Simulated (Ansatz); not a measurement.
## Stack of 2H-MoS2 under blue phosphorene, shifted by two thirds of the diagonal in a perpendicular field

What dipole does a perpendicular field induce in the stack of 2H-MoS2 under blue phosphorene, shifted by two thirds of the diagonal, and does the gap follow? A positive field points along +c.

Main program and level: Ansatz 0.2.0; plane-wave DFT, PBE-D3(BJ), Ansatz PAW.

### Step 1. The starting structure

The cell holds 5 atoms: 2 S, 1 Mo and 2 P. Cell: a = 3.230 Å, b = 3.230 Å, c = 46.203 Å, α = 90.0°, β = 90.0°, γ = 120.0°. Regions: layer 1: 2H-MoS2, 3 atoms (2 S and 1 Mo); layer 2: blue phosphorene, 2 atoms (2 P). Vacuum lies along c.

### Step 2. Relaxation

The starting cell is a guess, so the in-plane lattice and the atoms are relaxed first, with the slab cut off from its images along the normal.

The input, input.yaml:

```yaml
crystal:
  lattice:
    - [3.23, 0.0, 0.0]
    - [-1.615, 2.7972620542, 0.0]
    - [0.0, 0.0, 46.2025977389]
  atoms:
    - { symbol: S, position: [0.3333333333, 0.6666666667, 0.4177254298] }
    - { symbol: Mo, position: [0.0, 0.0, 0.4530329439] }
    - { symbol: S, position: [0.3333333333, 0.6666666667, 0.488340458] }
    - { symbol: P, position: [0.3333333333, 0.6666666667, 0.5554362524] }
    - { symbol: P, position: [0.0, 0.0, 0.5822745702] }
  periodic: [true, true, false]
kpoints:
  mp_grid: { grid: [12, 12, 1] }
hamiltonian:
  xc: pbe
  dispersion: d3bj
scf:
  occupations: { method: fermi_dirac, width: 0.05 }
  convergence: { dr2_threshold: 1.0e-09 }
relax:
  f_tol: 0.004
  max_steps: 90
  cell: {}
output:
  write_potential: true
  write_density: true
  volumetric_format: npy
```

On the command line:

```bash
$ ansatz run input.yaml --threads 2 --pin off --max-ram 4096MiB --backend cpu --events-out ev --progress --plain --runs-dir out
```

Numbers of over 12 decimals in the logs are rounded to 6 here.

The program printed:

```text
Warning: relax.cell: scf.convergence.dr2_threshold = 1e-9 eV is looser than the 1.61367650337e-10 eV advised for a relaxation that steers and ends on the stress (1e-10 eV for each atom of the cell: 5, times the square of relax.cell.stress_2d_tol = 0.05 N/m over 17.6 Å (the atoms' height at the walk's start and 5 Å past either face), 2.840e-2 GPa, over a crystal's default 0.05). What an SCF threshold leaves in a stress goes as its square root, and in the free energy as the threshold itself, and one threshold admits the most on a small cell: [figures from the program's tests cut] Set scf.convergence.dr2_threshold to 1.61367650337e-10 eV or tighter. [rest of the remark cut]
Engine: ansatz 0.2.0, x86_64-unknown-linux-gnu
Pseudopotentials: kind: paw
Pseudopotential: S, paw, valence charge 6, recommended cutoff 420 eV (normal), S.paw.azcp
Pseudopotential: Mo, paw, valence charge 14, recommended cutoff 420 eV (normal), Mo.paw.azcp
Pseudopotential: P, paw, valence charge 5, recommended cutoff 420 eV (normal), P.paw.azcp
Functional definition: PBE
  parameter kappa = 0.804
  parameter beta = 0.066725
  exchange = pbe_x(kappa = kappa, mu = beta*pi^2/3)
  correlation = pbe_c(beta = beta)
Crystal: 5 atoms, lattice volume = 417.448 Å³
Basis set: ecut = 420 eV, 8303 PW (Γ), exchange–correlation on 48×48×640 points (8 copies of the dense FFT grid, shifted against one another)
Bands: 23, of which v1, the nominal top of the filled ones, is band 18 counted from 1 (17 counted from 0)
Symmetry: 6 space group operations
Space group: P3m1 (ITA 156), of the structure as read, at distance tolerance 7.5e-5 Å
k-points: 19 of 144 (time reversal used)
Non-local potential: S, projectors of the file, l = 0: 2, l = 1: 2, l = 2: 2
Non-local potential: Mo, projectors of the file, l = 0: 3, l = 1: 2, l = 2: 2, l = 3: 1
Non-local potential: P, projectors of the file, l = 0: 2, l = 1: 2, l = 2: 2
PAW form: soft (Blöchl's): semilocal exchange-correlation on the pseudo side does not see the compensation charge
PAW one-centre angular grid: S, 110 points (default); XC on 64 Gauss nodes
PAW one-centre angular grid: Mo, 590 points (default); XC on 64 Gauss nodes
PAW one-centre angular grid: P, 110 points (default); XC on 64 Gauss nodes
Initial density: superposition of atomic densities (neutral atoms: chi_scale 0, normalization atom), corrected by the library's trained network
Initial wavefunctions: pseudopotential atomic-orbital guess
Functional: x = pbe(κ = 0.804, μ = 0.219515), c = pbe(β = 0.066725)
SCF iter   1: F=—  HF=-8275.371925 eV  |F-HF|=—  |Δ(HF+E_count)|=         —  Δρ=2.11e-3  dr2=2.95e-2  ethr=1.77e-3  ⟨swp⟩=15.9  Hψ=4046  notcnv=0
preconditioner: auto → Resta (q_TF=auto, 1.813 Å⁻¹)  ε∞=2.5  [insulator: Δε(μ)=1.043 eV  Ē_g=7.811 eV  σ=0.050 eV  W_gap=1.00  n_scr=26 (ndim 8)  ℏωp=9.6 eV  f_vac=0.748  D(μ)=0.00/eV (n_scr^D=0)  ε∞_Penn≈2.5  vacuum switching on, ρ_ref=4.4e-3 e/Å³]
SCF iter   2: F=—  HF=-8275.376942 eV  |F-HF|=—  |Δ(HF+E_count)|=   5.02e-3  Δρ=1.43e-3  dr2=2.06e-2  ethr=8.20e-5  ⟨swp⟩=4.0  Hψ=1148  notcnv=0  defer=2
SCF iter   3: F=—  HF=-8275.376174 eV  |F-HF|=—  |Δ(HF+E_count)|=   7.68e-4  Δρ=9.13e-4  dr2=4.84e-3  ethr=5.72e-5  ⟨swp⟩=2.8  Hψ=711  notcnv=0  defer=2
SCF iter   4: F=—  HF=-8275.377519 eV  |F-HF|=—  |Δ(HF+E_count)|=   1.34e-3  Δρ=4.62e-4  dr2=5.48e-3  ethr=1.35e-5  ⟨swp⟩=3.3  Hψ=790  notcnv=0  defer=2
SCF iter   5: F=—  HF=-8275.377280 eV  |F-HF|=—  |Δ(HF+E_count)|=   2.38e-4  Δρ=1.33e-4  dr2=1.41e-4  ethr=1.35e-5  ⟨swp⟩=2.3  Hψ=535  notcnv=0  defer=2
SCF iter   6: F=—  HF=-8275.377318 eV  |F-HF|=—  |Δ(HF+E_count)|=   3.76e-5  Δρ=8.42e-5  dr2=6.12e-5  ethr=3.91e-7  ⟨swp⟩=3.6  Hψ=991  notcnv=0  defer=2
SCF iter   7: F=—  HF=-8275.377274 eV  |F-HF|=—  |Δ(HF+E_count)|=   4.37e-5  Δρ=2.66e-5  dr2=4.65e-6  ethr=1.70e-7  ⟨swp⟩=2.6  Hψ=683  notcnv=0  defer=2
SCF iter   8: F=—  HF=-8275.377277 eV  |F-HF|=—  |Δ(HF+E_count)|=   2.25e-6  Δρ=1.07e-5  dr2=7.83e-7  ethr=1.29e-8  ⟨swp⟩=3.3  Hψ=926  notcnv=0  defer=2
SCF iter   9: F=—  HF=-8275.377233 eV  |F-HF|=—  |Δ(HF+E_count)|=   4.39e-5  Δρ=3.03e-6  dr2=4.56e-8  ethr=2.18e-9  ⟨swp⟩=2.8  Hψ=800  notcnv=0  defer=2
SCF iter  10: F=—  HF=-8275.377233 eV  |F-HF|=—  |Δ(HF+E_count)|=   6.89e-8  Δρ=6.58e-7  dr2=2.02e-9  ethr=1.27e-10  ⟨swp⟩=3.1  Hψ=883  notcnv=0  defer=2
SCF iter  11: F=-8275.377233 eV  HF=-8275.377233 eV  |F-HF|=7.59e-10  |Δ(HF+E_count)|=   2.41e-9  Δρ=2.11e-7  dr2=7.06e-10  ethr=2.78e-12  ⟨swp⟩=12.8  Hψ=4015  notcnv=0
SCF 1 converged in 11 iterations: F = -8275.377233 eV  dr2 = 7.06e-10
  greatest PAW one-centre occupation: 0.998 electrons in one spin orbital (limit 2), on the Mo atom at site 1 (counted from 0), in its partial waves of l = 0
relax step   1: F+E_penalty+E_count = -8275.37723275 eV  Δ(F+E_penalty+E_count) = +0.000e0 eV  max|allowed force component| = 1.815e0 eV/Å  Δτ_max = 0.0000 Å  P = -5.613 N/m  Ω = 417.448 Å³  fix = [c, alpha, beta]  reactions: c -0.000 N/m  (11 SCF iters, accepted)
Crystal: 5 atoms, lattice volume = 413.484 Å³
Basis set: ecut = 420 eV, 8207 PW (Γ), exchange–correlation on 48×48×640 points (8 copies of the dense FFT grid, shifted against one another)
Initial density: handed on by an earlier stage of this run
Initial wavefunctions: those handed on with the density
iter 1 solved again at ethr=2.68e-4 eV; its pass at ethr=3.10e-3 eV (dr2=9.66e-2 eV) is discarded
SCF iter   1: F=—  HF=-8275.576324 eV  |F-HF|=—  |Δ(HF+E_count)|=         —  Δρ=5.24e-3  dr2=1.12e-1  ethr=2.68e-4  ⟨swp⟩=2.2  Hψ=4406  notcnv=0
eigensolver tolerance schedule calibrated: the retry pair's looser diagonalisation under-reported the residual by θ = 0.13 (0.13/decade); ethr = c·dr2/N_el runs at the constant in force after the calibration composes with the one it found (an armed cap, an earlier calibration), c = 6.3e-2
preconditioner: auto → Resta (q_TF=auto, 1.816 Å⁻¹)  ε∞=2.4  [insulator: Δε(μ)=0.809 eV  Ē_g=8.118 eV  σ=0.050 eV  W_gap=1.00  n_scr=26 (ndim 8)  ℏωp=9.7 eV  f_vac=0.745  D(μ)=0.00/eV (n_scr^D=0)  ε∞_Penn≈2.4  vacuum switching on, ρ_ref=4.8e-3 e/Å³]
SCF iter   2: F=—  HF=-8275.565115 eV  |F-HF|=—  |Δ(HF+E_count)|=   1.12e-2  Δρ=3.08e-3  dr2=6.21e-2  ethr=1.96e-4  ⟨swp⟩=3.5  Hψ=885  notcnv=0
SCF iter   3: F=—  HF=-8275.558597 eV  |F-HF|=—  |Δ(HF+E_count)|=   6.52e-3  Δρ=1.98e-3  dr2=2.23e-2  ethr=1.09e-4  ⟨swp⟩=3.3  Hψ=1022  notcnv=0
SCF iter   4: F=—  HF=-8275.556243 eV  |F-HF|=—  |Δ(HF+E_count)|=   2.35e-3  Δρ=7.58e-4  dr2=3.48e-3  ethr=3.91e-5  ⟨swp⟩=2.3  Hψ=796  notcnv=0
[...]
SCF iter   9: F=—  HF=-8275.619661 eV  |F-HF|=—  |Δ(HF+E_count)|=   1.49e-6  Δρ=1.08e-5  dr2=6.40e-7  ethr=1.45e-8  ⟨swp⟩=2.9  Hψ=917  notcnv=0
SCF iter  10: F=—  HF=-8275.619622 eV  |F-HF|=—  |Δ(HF+E_count)|=   3.92e-5  Δρ=1.78e-6  dr2=1.77e-8  ethr=1.78e-9  ⟨swp⟩=2.7  Hψ=863  notcnv=0
SCF iter  11: F=—  HF=-8275.619622 eV  |F-HF|=—  |Δ(HF+E_count)|=   2.14e-8  Δρ=4.33e-7  dr2=2.90e-9  ethr=4.93e-11  ⟨swp⟩=4.1  Hψ=1107  notcnv=0
SCF iter  12: F=—  HF=-8275.619622 eV  |F-HF|=—  |Δ(HF+E_count)|=   1.42e-9  Δρ=3.38e-7  dr2=2.08e-9  ethr=2.78e-12  ⟨swp⟩=12.6  Hψ=3756  notcnv=0
SCF iter  13: F=-8275.619622 eV  HF=-8275.619622 eV  |F-HF|=6.91e-11  |Δ(HF+E_count)|=  1.26e-10  Δρ=1.11e-7  dr2=1.87e-10  ethr=2.78e-12  ⟨swp⟩=8.8  Hψ=3101  notcnv=0
SCF 3 converged in 13 iterations: F = -8275.619622 eV  dr2 = 1.87e-10
relax step   3: F+E_penalty+E_count = -8275.61962193 eV  Δ(F+E_penalty+E_count) = -6.359e-2 eV  max|allowed force component| = 2.911e-1 eV/Å  Δτ_max = 0.1937 Å  P = -1.745 N/m  Ω = 410.348 Å³  energy of the carried Pulay correction = +1.850e-4 eV  fix = [c, alpha, beta]  reactions: c -0.000 N/m  (13 SCF iters, accepted)
[...]
relax step   4: F+E_penalty+E_count = -8275.62636338 eV  Δ(F+E_penalty+E_count) = -6.741e-3 eV  max|allowed force component| = 9.592e-2 eV/Å  Δτ_max = 0.0166 Å  P = -0.594 N/m  Ω = 408.047 Å³  energy of the carried Pulay correction = +2.456e-4 eV  fix = [c, alpha, beta]  reactions: c -0.000 N/m  (10 SCF iters, accepted)
[...]
relax step   5: F+E_penalty+E_count = -8275.62715698 eV  Δ(F+E_penalty+E_count) = -7.936e-4 eV  max|allowed force component| = 3.591e-2 eV/Å  Δτ_max = 0.0021 Å  P = -0.074 N/m  Ω = 406.709 Å³  energy of the carried Pulay correction = +2.811e-4 eV  fix = [c, alpha, beta]  reactions: c -0.000 N/m  (9 SCF iters, accepted)
[...]
relax step   6: F+E_penalty+E_count = -8275.62720909 eV  Δ(F+E_penalty+E_count) = -5.211e-5 eV  max|allowed force component| = 3.987e-3 eV/Å  Δτ_max = 0.0029 Å  P = -0.003 N/m  Ω = 406.543 Å³  energy of the carried Pulay correction = +2.855e-4 eV  fix = [c, alpha, beta]  reactions: c -0.000 N/m  (8 SCF iters, accepted)
[...]
relax step   7: F+E_penalty+E_count = -8275.62694700 eV  Δ(F+E_penalty+E_count) = +2.621e-4 eV  max|allowed force component| = 4.050e-3 eV/Å  Δτ_max = 0.0000 Å  P = -0.006 N/m  Ω = 406.543 Å³  fix = [c, alpha, beta]  reactions: c -0.000 N/m  stress off target by 5.74e-3 N/m on what of the cell is left free  SCF on the basis re-selected at this cell (its energy is not comparable with the rows above)  (5 SCF iters)
[...]
relax step   8: F+E_penalty+E_count = -8275.62694779 eV  Δ(F+E_penalty+E_count) = -7.891e-7 eV  max|allowed force component| = 1.575e-3 eV/Å  Δτ_max = 0.0005 Å  P = -0.017 N/m  Ω = 406.543 Å³  fix = [c, alpha, beta]  reactions: c -0.000 N/m  (7 SCF iters, accepted)
iter 1 solved again at ethr=9.50e-8 eV; its pass at ethr=3.10e-3 eV (dr2=3.42e-5 eV) is discarded
SCF iter   1: F=—  HF=-8275.627010 eV  |F-HF|=—  |Δ(HF+E_count)|=         —  Δρ=6.34e-7  dr2=2.82e-9  ethr=9.50e-8  ⟨swp⟩=6.7  Hψ=6644  notcnv=0
eigensolver tolerance schedule: the retry pair's looser diagonalisation over-reported the residual by 12108.49 of it (diagonalisation noise at 0.59 of the residual, at the tolerance the schedule requests for it); recorded, not acted on — ethr = c·dr2/N_el stays at c = 1.0e-1
SCF iter   2: F=—  HF=-8275.626948 eV  |F-HF|=—  |Δ(HF+E_count)|=   6.22e-5  Δρ=4.94e-7  dr2=3.79e-9  ethr=7.84e-12  ⟨swp⟩=6.5  Hψ=1961  notcnv=0
SCF iter   3: F=-8275.626948 eV  HF=-8275.626948 eV  |F-HF|=1.44e-10  |Δ(HF+E_count)|=  2.89e-10  Δρ=3.09e-7  dr2=5.21e-10  ethr=2.78e-12  ⟨swp⟩=15.4  Hψ=4306  notcnv=0
SCF 9 converged in 3 iterations: F = -8275.626948 eV  dr2 = 5.21e-10
relax step   9: F+E_penalty+E_count = -8275.62694779 eV  Δ(F+E_penalty+E_count) = +1.528e-10 eV  max|allowed force component| = 1.572e-3 eV/Å  Δτ_max = 0.0000 Å  P = -0.017 N/m  Ω = 406.543 Å³  fix = [c, alpha, beta]  reactions: c -0.000 N/m  stress off target by 1.71e-2 N/m on what of the cell is left free  SCF on the basis re-selected at this cell (its energy is not comparable with the rows above)  (3 SCF iters)
basis re-selected at this cell: Δ(F+E_penalty+E_count) = +1.528e-10 eV, ΔP = -0.000 N/m vs the last step (what re-selecting the basis moved, of the pressure what is left beyond the Pulay correction that the steps carried, after the strain that the cell walked since its last selection, with what the two solves' SCF thresholds leave and, on support functions, any second-order correction that the steps lacked; it is no  [...]
WARN: The output density's exchange-correlation potential varies sharply where the density is thin. Do not read a vacuum level from v_tot or v_xc, or from such a field of the output density. On a cell that repeats whose density bears no net charge and no dipole along the vacuum's axis use v_es (v_loc + v_h of the components); under efield.dipole_correction with no amplitude use v_es + v_field, which holds any externa [...]
SCF converged after 3 iterations
Free energy (F): -8275.626948 eV
Harris-Foulkes:  -8275.626948 eV  (|F-HF|=1.44e-10)
Internal energy: -8275.626948 eV  (E = F + TS)
E sigma→0 (E₀):  -8275.626948 eV
Entropy (-TS):   -0.000000 eV (-0.000 meV/atom)
Fermi energy:    -5.024298 eV
--- Per-component energies (eV) ---
  E_band       = -690.344587
  E_kinetic    = 796.042669
  E_local      = -113701.372716  (includes V_loc(G=0)·N_el)
  E_nonlocal   = 267.369836
  E_hartree    = 56320.854065
  E_xc         = -500.886564
  E_vxc        = -525.659909  (∫ρ·V_xc dr)
  E_paw        = -5540.247169  (= ΣΔE_a)
  E_vpaw       = -168.430986  (= ΣTr[D̂ρ^β])
  E_aug_tail   = 0.000048  (compensation charges beyond the density's cutoff)
  E_ewald      = 54084.179435
  E_disp       = -1.566552  (pairwise vdW)
  E_smearing   = -0.000000  (= −TS)
  E_closure    = -0.000000  (closes the sum)
  Σ components = -8275.626948   (vs F -8275.626948, Δ=0.00e0)
--- Forces (eV/Å), atoms counted from 1 ---
  atom   1  S      0.00000000    -0.00000000     0.00157203
  atom   2  Mo     0.00000000    -0.00000000    -0.00044489
  atom   3  S      0.00000000    -0.00000000    -0.00128589
  atom   4  P      0.00000000     0.00000000     0.00090997
  atom   5  P      0.00000000    -0.00000000    -0.00075209
  max |Σ_I F_I| component: 8.62e-7 eV/Å
--- 2D stress c σ (N/m, compression-positive) ---
       -0.017089      -0.000000      -0.000000
       -0.000000      -0.017089      -0.000000
       -0.000000      -0.000000      -0.000000
  P = ½ c Tr σ = -0.0171 N/m
--- Band table (eV; the first three rows and the last of 19) ---
  k-point 0: bands = [... 14 lower, -6.7479, -5.9492, -5.9492, -5.7446, -3.1647, -3.1647, -2.9005, -2.9005, ... 1 higher]
  k-point 1: bands = [... 14 lower, -6.8952, -6.6300, -6.2317, -5.8021, -3.2938, -3.1625, -3.0169, -2.9842, ... 1 higher]
  k-point 2: bands = [... 14 lower, -7.1584, -6.8287, -6.5079, -6.0309, -3.5734, -3.3401, -3.2866, -2.9503, ... 1 higher]
  k-point 18: bands = [... 14 lower, -8.2499, -7.9825, -7.7742, -5.9411, -4.2829, -4.2569, -2.8216, -2.3914, ... 1 higher]
  the weakly bound empty levels are not read free of the cell's end (no_gap_told)
--- Relaxed structure (7 steps of the walk, 7 accepted, 2 SCFs on fresh bases) ---
  F+E_penalty+E_count = -8275.62694779 eV   max|allowed force component| = 1.572e-3 eV/Å   (the final SCF, on the basis selected at the relaxed cell)
  cell:  # Å, volume = 406.5429 Å³
    - [3.187533, 0.0, 0]
    - [-1.593766, 2.760484, 0]
    - [0, 0, 46.2025977389]
  atoms:
    - { symbol: S, position: [0.333333, 0.666667, 0.415131] }
    - { symbol: Mo, position: [-1.1154501321361063e-17, -2.442490654511388e-17, 0.448819] }
    - { symbol: S, position: [0.333333, 0.666667, 0.482480] }
    - { symbol: P, position: [0.333333, 0.666667, 0.561549] }
    - { symbol: P, position: [1.7353167349013654e-17, -2.442490654511384e-17, 0.588831] }
```

Wall time 3.5 min (2 threads of Intel Xeon at 2.50GHz (Skylake/Cascade Lake), shared host); peak memory 0.67 GiB; 6.8 min of CPU time.

Relaxation path:

```csv
step,energy less that of the first step (eV),largest force component (eV/Å),volume (Å³)
1,0.0000,1.8150,417.45
2,-0.1788,0.9041,413.48
3,-0.2424,0.2911,410.35
4,-0.2491,0.0959,408.05
5,-0.2499,0.0359,406.71
6,-0.2500,0.0040,406.54
7*,-0.2497,0.0040,406.54
8,-0.2497,0.0016,406.54
9*,-0.2497,0.0016,406.54
```

Relaxation steps marked * repeat the geometry before them on a plane-wave basis chosen anew for their cell, so energy and pressure can jump there.

The run keeps the 6 symmetry operations that it works with, so distortions that break them were not tested.

```csv
cell as run,before,after,change
a (Å),3.230,3.188,-1.3 %
b (Å),3.230,3.188,-1.3 %
```

The atoms that moved most (Å, along periodic axes as changes of fractional coordinates times the final cell, across vacuum about the mean position):

```csv
atom,dx,dy,dz,length
P5,0.000,0.000,0.303,0.303
P4,0.000,0.000,0.282,0.282
S3,0.000,0.000,-0.271,0.271
Mo2,0.000,0.000,-0.195,0.195
S1,0.000,0.000,-0.120,0.120
```

Final coordinates:

```xyz
5
Lattice="3.1875 0.0000 0.0000 -1.5938 2.7605 0.0000 0.0000 0.0000 46.2026" Properties=species:S:1:pos:R:3
S     0.0000    1.8403   19.1801
Mo    0.0000    0.0000   20.7366
S     0.0000    1.8403   22.2918
P     0.0000    1.8403   25.9450
P     0.0000    0.0000   27.2055
```

The lattice constant a goes from 3.230 to 3.188 Å.

(Part 1 of 2 ends here.)

[Logs are printed without paths, hosts, clocks, repeated set-up lines and the standing remarks that a program may print on its own settings, such as how far it seeks lower states.]

[Hosts, paths, dates, database ids (printed as entryN), source tags and the programs' standing remarks are cut or masked in the printed files.]

[Maps of the electrostatic potential energy from Ansatz leave out the sawtooth potential of an applied field or a dipole correction, so their vacuum need not be flat; planar profiles and work functions include it.]
